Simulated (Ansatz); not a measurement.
The system is Ag.

```
Ag
1.0
    -1.65565    1.65565    1.65565
     1.65565   -1.65565    1.65565
     1.65565    1.65565   -1.65565
Ag
1
Direct
  0.00000 0.00000 0.00000
```

This isn't the form of Ag at room conditions, which is fcc.

```yaml
Program: Ansatz 0.2.0
Task: relaxation of cell and atoms
Functional: PBEsol
Dispersion: D3(BJ)
Potentials_or_basis: Ansatz PAW
Cutoff: "420 eV (not typed: the program's choice for these potentials)"
k_mesh: 11 × 11 × 11
Occupations: fermi-dirac, width 0.05 eV
Spin: no spin polarisation
```

At the start: volume 18.15 Å³/atom.

Question: Where does the relaxation end?

Answer: It ends after 5 steps and the volume is 16.04 Å³/atom (-11.6 %); space group Im-3m (No. 229, to 0.05 Å).

The path:
| step | energy change (eV) | largest force (eV/Å) | volume (Å³) |
| --- | --- | --- | --- |
| 1 | 0.0000 | 0.0000 | 18.15 |
| 2 | -0.0859 | 0.0000 | 15.63 |
| 3 | -0.0902 | 0.0000 | 16.18 |
| 4 | -0.0907 | 0.0000 | 16.04 |
| 5 | -0.0900 | 0.0000 | 16.04 |

Final structure:
```
CELL_PARAMETERS angstrom
-1.58886 1.58886 1.58886
1.58886 -1.58886 1.58886
1.58886 1.58886 -1.58886
ATOMIC_POSITIONS crystal
Ag 0.00000 0.00000 0.00000
```

Caveat: the plane-wave basis is chosen anew once the cell has moved, so the energies of steps on either side of that aren't comparable; pairwise dispersion overbinds metals, which lowers pressure and volume; the PAW data sets come from PBE, with cores solved anew for the run's functional, which leaves a small shift of forces and pressure.
